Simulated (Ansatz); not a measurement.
## Te2Pt (Moncheite) under changes of volume

One of the cells (24.143 Å³/atom); the others are scaled copies at fixed shape and fractional positions:

```
Pt Te
1.0
     4.01000    0.00000    0.00000
    -2.00500    3.47276    0.00000
     0.00000    0.00000    5.20100
Pt Te
1 2
Direct
  0.00000 0.00000 0.00000
  0.66667 0.33333 0.75000
  0.33333 0.66667 0.25000
```

* Program: Ansatz 0.2.0
* Functional: PBEsol
* Potentials or basis: all-electron LAPW, scalar-relativistic
* Cutoff: 271 eV (chosen from the basis error)
* Basis error allowed: 0.002 eV/atom
* k mesh: 8 × 8 × 5
* Occupations: fermi-dirac, width 0.05 eV
* Spin: no spin polarisation

```tsv
volume (Å³/atom)	energy over the lowest point (meV/atom)	pressure (GPa)	largest force (eV/Å)
22.694	85.74	13.1	1.577
23.177	51.52	9.7	1.273
23.660	26.80	6.7	0.994
24.143	?	?	?
24.626	1.91	1.7	0.505
25.108	0.00	-0.4	0.291
25.591	4.12	-2.3	0.095
```

**Question.** What does the run at 24.143 Å³/atom give?

**Answer.** Energy over the lowest point 10.57 meV/atom; pressure 4.1 GPa; largest force 0.739 eV/Å.

Worked out: A Birch-Murnaghan fit of order 3 (a polynomial in V^(-2/3)) to the other rows has its minimum at 25.01 Å³/atom with B0 = V·E''(V) = 106 GPa and B' = 4.9 at fixed shape and positions, which overstates the stiffness. It gives 10.57 meV/atom at 24.143 Å³/atom, against the run's 10.57, and -dE/dV = 4.1 GPa, against 4.1.

Energies are extrapolated to zero smearing.

Caveats: forces of over 1 eV/Å show positions far from the minimum, so gaps and moduli don't describe the material at rest (some runs).
